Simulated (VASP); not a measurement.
# ZnSe (Stilleite) (F-43m) in VASP: a series of runs

One crystal, ZnSe (Stilleite), is run at these levels: HSE06; tasks: single point.

Program: VASP 6.6.1. These are calculated values, not measurements. Logs are shortened: lines on timing, memory, paths and dates and some standing lists are left out, and cuts for length are marked.

### Step 1. The structure

The structure is cubic, space group F-43m (No. 216). The conventional cell has a = 5.668 Å, b = 5.668 Å, c = 5.668 Å, α = 90.00°, β = 90.00°, γ = 90.00°. Se (site symmetry -43m) has 4 Zn at 2.45 Å as nearest neighbours. Zn (site symmetry -43m) has 4 Se at 2.45 Å as nearest neighbours.

### Step 2. Single point, HSE06

File POSCAR:

```
ZnSe
1.0
    0.0000000000      2.8338000000      2.8338000000
    2.8338000000      0.0000000000      2.8338000000
    2.8338000000      2.8338000000      0.0000000000
Se Zn
1 1
Direct
    0.7500000000      0.7500000000      0.7500000000
    0.0000000000      0.0000000000      0.0000000000
```

File INCAR.step1:

```
PREC     = Accurate       # precision mode
ENCUT    = 300            # plane-wave cutoff, eV
EDIFF    = 1E-5           # SCF threshold, eV
ISMEAR   = 0              # smearing method
SIGMA    = 0.01           # smearing width, eV
LREAL    = F              # projectors in reciprocal space
LASPH    = T              # aspherical terms in the spheres
NELM     = 100            # most SCF steps
ALGO     = Normal         # electronic algorithm
ISIF     = 2              # what is computed and relaxed
LWAVE    = T              # write WAVECAR
LCHARG   = F              # write CHGCAR
NBANDS   = 17             # bands
NKRED    = 1            
GGA      = PE             # functional
```

File INCAR.step2:

```
PREC     = Accurate       # precision mode
ENCUT    = 300            # plane-wave cutoff, eV
EDIFF    = 1E-6           # SCF threshold, eV
ISMEAR   = 0              # smearing method
SIGMA    = 0.01           # smearing width, eV
LREAL    = F              # projectors in reciprocal space
LASPH    = T              # aspherical terms in the spheres
NELM     = 100            # most SCF steps
ALGO     = Normal         # electronic algorithm
ISIF     = 2              # what is computed and relaxed
LWAVE    = F              # write WAVECAR
LCHARG   = F              # write CHGCAR
GGA      = PE             # functional
LHFCALC  = T              # exact exchange
HFSCREEN = 0.2            # screening, 1/A
PRECFOCK = Fast         
NBANDS   = 17             # bands
NKRED    = 1            
ISTART   = 1
```

File KPOINTS:

```
Automatic mesh
0
Gamma
  4 4 4
```

Potentials or basis: VASP PAW PBE potentials, release 64 (Se, Zn).

The run is started by

```bash
$ cat potpaw_PBE.64/Se/POTCAR potpaw_PBE.64/Zn/POTCAR > POTCAR
$ cp INCAR.step1 INCAR
$ mpirun -np 1 vasp_std > vasp.out
$ cp INCAR.step2 INCAR
$ mpirun -np 1 vasp_std > vasp.out
```

OUTCAR:

```text
PREC = Accurate
   ENCUT = 300
   EDIFF = 1E-6
   ISMEAR = 0
   LREAL = F
   LASPH = T
   NELM = 100
   ISIF = 2
   GGA = PE
   LHFCALC = T
   HFSCREEN = 0.2
   PRECFOCK = Fast
   NKRED = 1
   ISTART = 1

 Found      8 irreducible k-points:

 Following reciprocal coordinates:
            Coordinates               Weight
  0.000000  0.000000  0.000000      1.000000
  0.250000  0.000000  0.000000      8.000000
  0.500000  0.000000  0.000000      4.000000
  0.250000  0.250000  0.000000      6.000000
  0.500000  0.250000  0.000000     24.000000
 -0.250000  0.250000  0.000000     12.000000
   k-points           NKPTS =      8   k-points in BZ     NKDIM =     64   number of bands    NBANDS=     17
   number of dos      NEDOS =    301   number of ions     NIONS =      2
   total plane-waves  NPLWV =  13824
   dimension x,y,z NGX =    24 NGY =   24 NGZ =   24
   dimension x,y,z NGXF=    48 NGYF=   48 NGZF=   48
   ions per type =               1   1
   NGX,Y,Z   is equivalent  to a cutoff of   9.96,  9.96,  9.96 a.u.
   NGXF,Y,Z  is equivalent  to a cutoff of  19.91, 19.91, 19.91 a.u.
 SYSTEM =  unknown system
   PREC   = accura    normal or accurate (medium, high low for compatibility)
   ISTART =      1    job   : 0-new  1-cont  2-samecut
   ICHARG =      0    charge: 1-file 2-atom 10-const
   ISPIN  =      1    spin polarized calculation?
   LNONCOLLINEAR =      F non collinear calculations
   LSORBIT =      F    spin-orbit coupling
   LASPH  =      T    aspherical Exc in radial PAW
   ENCUT  =  300.0 eV  22.05 Ry    4.70 a.u.   5.66  5.66  5.66*2*pi/ulx,y,z
   NELM   =    100;   NELMIN=  2; NELMDL=  0     # of ELM steps
   EDIFF  = 0.1E-05   stopping-criterion for ELM
   LREAL  =      F    real-space projection
   EDIFFG = 0.1E-04   stopping-criterion for IOM
   NSW    =      0    number of steps for IOM
   IBRION =     -1    ionic relax: 0-MD 1-quasi-New 2-CG
   NFREE  =      0    steps in history (QN), initial steepest desc. (CG)
   ISIF   =      2    stress and relaxation
   ISYM   =      3    0-nonsym 1-usesym 2-fastsym
   POTIM  = 0.5000    time-step for ionic-motion
   TEBEG  =    0.0;   TEEND  =   0.0 temperature during run
   PSTRESS=    0.0 pullay stress
   NELECT =      18.0000    total number of electrons
   NUPDOWN=      -1.0000    fix difference up-down
   EMIN   =  10.00;   EMAX   =-10.00  energy-range for DOS
   EFERMI =   0.00;   METHOD = LEGACY
   ISMEAR =     0;   SIGMA  =   0.01  broadening in eV -4-tet -1-fermi 0-gaus
   EFERMI_NEDOS =   21; number of points for ismear=-14 and -15
   IALGO  =     38    algorithm
   IMIX   =      1    mixing-type and parameters
     AMIX     =   0.40;   BMIX     =  1.00
     AMIX_MAG =   1.60;   BMIX_MAG =  1.00
  volume/ion in A,a.u.               =      22.76       153.57
  Fermi-wavevector in a.u.,A,eV,Ry     =   1.201673  2.270834 19.647073  1.444019
  Thomas-Fermi vector in A             =   2.337476
   LORBIT       =      0    0 simple, 1 ext, 2 COOP (PROOUT), +10 PAW based schemes
   GGA     = PE    functional components
   LHFCALC =     T    Hartree Fock is set to
   PRECFOCK=fast      Normal, Fast or Accurate (Low or Medium for compatibility)
   ENCUT4O =  -1.0   cutoff for four orbital integrals eV
   NKREDX  =     1    reduce k-point grid by
   NKREDY  =     1    reduce k-point grid by
   NKREDZ  =     1    reduce k-point grid by
   AEXX    =    0.2500 exact exchange contribution
   HFSCREEN=    0.2000 screening length (either q_TF or 0.3 A-1)
   HFSCREENC=   0.2000 screening length for correlation (either q_TF or 0.3 A-1)
   ENCUTFOCK=  -1.0 apply spherical cutoff to Coloumb kernel
   IVDW    =     0    specifies the selected vdW correction
   LEPSILON=     F    determine dielectric tensor
   LRPA    =     F    only Hartree local field effects (RPA)
 non-spin polarized calculation
 Gauss-broadening in eV      SIGMA  =   0.01
  energy-cutoff  :      300.00
  volume of cell :       45.51
 maximum number of plane-waves:       544
 NGX is ok and might be reduce to    24
  NGX = 14; NGY = 14; NGZ = 14

 number of electron      17.9999993 magnetization

 Free energy of the ion-electron system (eV)
  ---------------------------------------------------
  ext. energy  EPLUGINS =         0.00000000
  ---------------------------------------------------
  free energy    TOTEN  =        -7.38763538 eV

  energy without entropy =       -7.38763538  energy(sigma->0) =       -7.38763538

 E-fermi :   1.0822     XC(G=0):  -7.7148

 val. band max:        0.9641771005   @ k =   0.0000   0.0000   0.0000
 cond. band min:       3.4060542738   @ k =   0.0000   0.0000   0.0000
 fundamental gap:      2.4418771734
 Fermi energy:         1.0821751343

 k-point     1 :       0.0000    0.0000    0.0000
  band No.  band energies     occupation
      1     -13.4040      2.00000
      2      -7.2041      2.00000
      3      -7.2040      2.00000
      4      -7.2040      2.00000
      5      -6.8732      2.00000
      6      -6.8732      2.00000
[... 9 lines left out ...]
     16      13.6877      0.00000
     17      15.2924      0.00000

 k-point     2 :       0.2500    0.0000    0.0000
  band No.  band energies     occupation
      1     -13.0067      2.00000
      2      -7.1576      2.00000
      3      -7.1575      2.00000
      4      -7.0932      2.00000
      5      -6.8737      2.00000
      6      -6.8736      2.00000
[... 9 lines left out ...]
     16      12.9076      0.00000
     17      16.4130      0.00000

 k-point     3 :       0.5000    0.0000    0.0000
  band No.  band energies     occupation
      1     -12.5419      2.00000
      2      -7.1231      2.00000
      3      -7.1231      2.00000
      4      -6.8593      2.00000
      5      -6.8592      2.00000
      6      -6.6888      2.00000
[... 9 lines left out ...]
     16      15.4974      0.00000
     17      16.7636      0.00000

 k-point     4 :       0.2500    0.2500    0.0000
  band No.  band energies     occupation
      1     -12.8736      2.00000
      2      -7.1464      2.00000
      3      -7.1034      2.00000
      4      -7.1034      2.00000
      5      -6.8913      2.00000
      6      -6.8521      2.00000
[... 9 lines left out ...]
     16      16.2702      0.00000
     17      17.5548      0.00000

 k-point     5 :       0.5000    0.2500    0.0000
  band No.  band energies     occupation
      1     -12.4068      2.00000
      2      -7.0984      2.00000
      3      -7.0515      2.00000
      4      -6.9468      2.00000
      5      -6.8505      2.00000
      6      -6.6792      2.00000
[... 9 lines left out ...]
     16      16.5327      0.00000
     17      16.7773      0.00000

 k-point     6 :      -0.2500    0.2500    0.0000
  band No.  band energies     occupation
      1     -12.5631      2.00000
      2      -7.1056      2.00000
      3      -7.0980      2.00000
      4      -6.9173      2.00000
      5      -6.8847      2.00000
      6      -6.7864      2.00000
[... 9 lines left out ...]
     16      16.5383      0.00000
     17      16.9333      0.00000

 [... further k-points ...]
[... 5 lines left out ...]
  --------------------------------------------------------------------------------------
  -------------------------------------------------------------------------------------
  Total        0.3726085      0.3726085      0.3726085     -0.0000000     -0.0000000     -0.0000000
  in kB       13.1167366     13.1167366     13.1167366     -0.0000000     -0.0000000     -0.0000000
  external PRESSURE =      13.1167366 kB  Pullay stress =       0.0000000 kB

 VOLUME and BASIS-vectors are now :
 -----------------------------------------------------------------------------
  energy-cutoff  :      300.00
  volume of cell :       45.51
      direct lattice vectors                 reciprocal lattice vectors
     0.000000000  2.833800000  2.833800000    -0.176441527  0.176441527  0.176441527
     2.833800000  0.000000000  2.833800000     0.176441527 -0.176441527  0.176441527
     2.833800000  2.833800000  0.000000000     0.176441527  0.176441527 -0.176441527

 POSITION                                       TOTAL-FORCE (eV/Angst)
 -----------------------------------------------------------------------------------
      4.25070      4.25070      4.25070         0.000000     -0.000000     -0.000000
      0.00000      0.00000      0.00000        -0.000000      0.000000      0.000000
 -----------------------------------------------------------------------------------
    total drift:                               -0.000174     -0.000173     -0.000119

  FREE ENERGIE OF THE ION-ELECTRON SYSTEM (eV)
  ---------------------------------------------------
  free  energy   TOTEN  =        -7.3876353825 eV

  energy  without entropy=       -7.3876353825  energy(sigma->0) =       -7.38763538
```

Run time: 51 s. Hardware: 1 thread of Intel Xeon 6975P-C (Granite Rapids), shared host; peak memory 0.24 GiB.

The run converged, but some of its settings lie outside the range that counts as converged, so its numbers aren't taken as properties of the crystal.

What came out:

```yaml
Free_energy: -7.3876 eV
Band_gap_on_the_k_mesh: 2.44 eV, direct
```

Caveat: the k mesh is coarse (spacing up to 0.48 Å⁻¹), so the values aren't converged, least of all with exact exchange; the cutoff is under 1.25 times the usual one of these potentials, so pressure, stress and relaxed cells hold a basis-set (Pulay) error; the PAW data sets were made with another functional, which shifts forces and pressure a little.

### Step 3. Single point, HSE06

POSCAR is that of step 2.

Edit INCAR.step1 of step 2 so:

```diff
@@ -1,3 +1,3 @@
 PREC     = Accurate       # precision mode
-ENCUT    = 300            # plane-wave cutoff, eV
+ENCUT    = 350            # plane-wave cutoff, eV
 EDIFF    = 1E-5           # SCF threshold, eV
```

Edit INCAR.step2 of step 2 so:

```diff
@@ -1,3 +1,3 @@
 PREC     = Accurate       # precision mode
-ENCUT    = 300            # plane-wave cutoff, eV
+ENCUT    = 350            # plane-wave cutoff, eV
 EDIFF    = 1E-6           # SCF threshold, eV
@@ -15,3 +15,3 @@
 HFSCREEN = 0.2            # screening, 1/A
-PRECFOCK = Fast         
+PRECFOCK = Low          
 NBANDS   = 17             # bands
```

KPOINTS is that of step 2.

Potentials or basis: VASP PAW PBE potentials, release 64 (Se, Zn).

The run is started by

```bash
$ cat potpaw_PBE.64/Se/POTCAR potpaw_PBE.64/Zn/POTCAR > POTCAR
$ cp INCAR.step1 INCAR
$ mpirun -np 1 vasp_std > vasp.out
$ cp INCAR.step2 INCAR
$ mpirun -np 1 vasp_std > vasp.out
```

It took 42 s on 1 thread of Intel Xeon 6975P-C (Granite Rapids), shared host; peak memory 0.23 GiB.

The run converged, but some of its settings lie outside the range that counts as converged, so its numbers aren't taken as properties of the crystal.

What came out:

- Free energy: -7.3550 eV
- Pressure: 0.7 GPa
- Band gap on the k mesh: 2.44 eV, direct

Caveat: the k mesh is coarse (spacing up to 0.48 Å⁻¹), so the values aren't converged, least of all with exact exchange; the PAW data sets were made with another functional, which shifts forces and pressure a little.

### Step 4. The reference run

An earlier run on the cell as given: functional PBE; potentials or basis VASP PAW PBE potentials, release 64 (Se, Zn); cutoff 520 eV; k mesh 8 × 8 × 8; occupations fermi-dirac, width 0.05 eV; no spin polarisation.

* Pressure: 2.3 GPa
* Band gap on the k mesh: 1.29 eV, direct
